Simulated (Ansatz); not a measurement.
BeTe built on the h-MgO prototype (it has left that coordination), relaxed with r2SCAN: the symmetry is P6_3/mmc (No. 194, hexagonal); conventional cell a = 4.031 Å, c = 8.144 Å, 28.65 Å³ an atom. Be has 3 Te at 2.33 Å; Te has 3 Be at 2.33 Å. One-shot G0W0@PBE in Ansatz 0.2.0 on a 6×6×2 mesh (contour deformation, no spin-orbit coupling), from a PBE gap of 2.729 eV over the mesh points (the G0W0 gap is indirect on the mesh); the number N of bands summed and the screening cutoff rise together. Note: simulated data, non-magnetic, for a generated structure that need not be the stable one.

```csv
N,cutoff (eV),1000/N,G0W0 gap (eV)
204,80,4.902,3.692
449,140,2.227,3.814
```

Q: Lay a straight line in 1000/N through these rows.

A: The slope is -0.0456 eV per unit of 1000/N and the intercept 3.916 eV.

Q: Predict the gap at N = 809 (210 eV).

A: 3.916 + (-0.0456) × 1.236 = 3.860 eV; the run gives 3.862 eV, +0.002 eV from the line.

Q: With that run's result added, what limit do the last two rows suggest?

A: Their slope is (3.862 − 3.814)/(1.236 − 2.227) = -0.0484, which meets 1/N = 0 at 3.92 eV, against 3.916 eV from the first line. The two lines nearly agree; the k mesh isn't extrapolated.

No spin-orbit coupling is included; it can move band edges with weight on the heavy atoms by tenths of an eV.
